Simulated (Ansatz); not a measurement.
A run of Ansatz 0.2.0:

File input.yaml:

```yaml
crystal:
  lattice:
    - [4.105411, -0.089104, 0.030529]
    - [-2.129872, 3.58393, -0.035545]
    - [0.04956, -0.038016, 6.919128]
  atoms:
    - { symbol: Cd, position: [0.6666666667, 0.3333333333, 0.5], spin: 0.5 }
    - { symbol: Cd, position: [0.3333333333, 0.6666666667, 0.0], spin: 0.5 }
    - { symbol: S, position: [0.6666666667, 0.3333333333, 0.875] }
    - { symbol: S, position: [0.3333333333, 0.6666666667, 0.375] }
kpoints:
  mp_grid: { grid: [7, 7, 4] }
scf:
  occupations: { method: fermi_dirac, width: 0.01 }
hamiltonian:
  xc: { exchange: rpw86, correlation: pbe }
  dispersion: d4
  pseudopotentials:
    kind: all_electron
    lapw: { basis_error: 0.001 }
    dirac_shells: { Cd: ["3p", "3d"], S: ["2p"] }
magnetization:
  spin_polarized: true
  spin_locking: { lock_spins: true }
output:
  forces: true
  stress: true
  eigenvalues: true
```

Potentials or basis: all-electron LAPW, inner shells corrected to Dirac's equation.

Launch:

```console
$ ansatz run input.yaml --threads 2 --pin off --max-ram 6144MiB --backend cpu --events-out ev --progress --plain --runs-dir out
```

Hardware: 2 threads of AMD EPYC 7R43 64-Core Processor (Zen 3), on a shared host.

**Question.** How long does it take, and how much memory?

**Answer.** It took 7.7 min on 2 threads of AMD EPYC 7R43 64-Core Processor (Zen 3), with other jobs on the host, peak memory 1.2 GiB. Counts: scf iterations 38, plane waves 963, k points 99, bands 42.
